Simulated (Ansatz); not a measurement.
SnO: generalised stacking fault

These are results of DFT PBEsol, scalar-relativistic, plane waves, PAW (Ansatz), not measurements. The runs took a 420 eV cutoff, a Γ-centred 8×5×3 mesh and Gaussian smearing (0.05 eV). No spin polarisation. Energies are free energies at this smearing, counted from the undisturbed cell; pressure is positive in compression.

The starting cell (relaxed at this level; this form isn't the usual structure):

```
CELL_PARAMETERS angstrom
-3.31561 0.00000 0.00000
0.00000 -5.70500 0.00000
0.00000 0.00000 11.68249
ATOMIC_POSITIONS crystal
Sn 0.00000 0.76621 0.88369
Sn 0.00000 0.76621 0.21702
Sn 0.00000 0.76621 0.55036
Sn 0.50000 0.23379 0.71702
Sn 0.50000 0.23379 0.05036
Sn 0.50000 0.23379 0.38369
O 0.00000 0.11464 0.94958
O 0.00000 0.11464 0.28291
O 0.00000 0.11464 0.61624
O 0.50000 0.88536 0.78291
O 0.50000 0.88536 0.11624
O 0.50000 0.88536 0.44958
```

The cell holds layers and no dispersion correction was added, so their binding is poorly described.

The cut lies on the cell's a–b face, a (0 0 1) plane (indices in the standard cell, whose axes needn't be the Cartesian ones shown) of area 18.92 Å², between layers 1.18 Å apart. Vector c is tilted by f times 0·a + 1·b (length 5.705 Å) with the atoms' Cartesian places fixed: one unrelaxed fault a cell.

| f | γ (mJ/m²) | shear traction, the slope of γ along the slip (GPa) | gap on the mesh (eV) |
| --- | --- | --- | --- |
| 0.0000 | 0 | 0.0 | 1.34 |
| 0.0833 | 497 | 19.8 | 0.96 |
| 0.1667 | 1653 | 25.9 | 0.32 |
| 0.2500 | 2733 | 18.3 | 0.12 |
| 0.3333 | 3381 | 9.9 | 0.01 |
| 0.4167 | 3778 | 6.8 | 0.00 |
| 0.5000 | 3927 | -2.0 | 0.14 |
| 0.6667 | 2722 | -18.1 | 0.43 |
| 0.8333 | 1230 | -16.4 | 0.74 |

Where the gap reads zero the k-mesh, chosen for the insulator, is on the coarse side.

Cost: 9 runs of about 16 core-minutes in all, on Intel Xeon Processor @ 2.50GHz (Skylake/Cascade Lake) (shared hosts).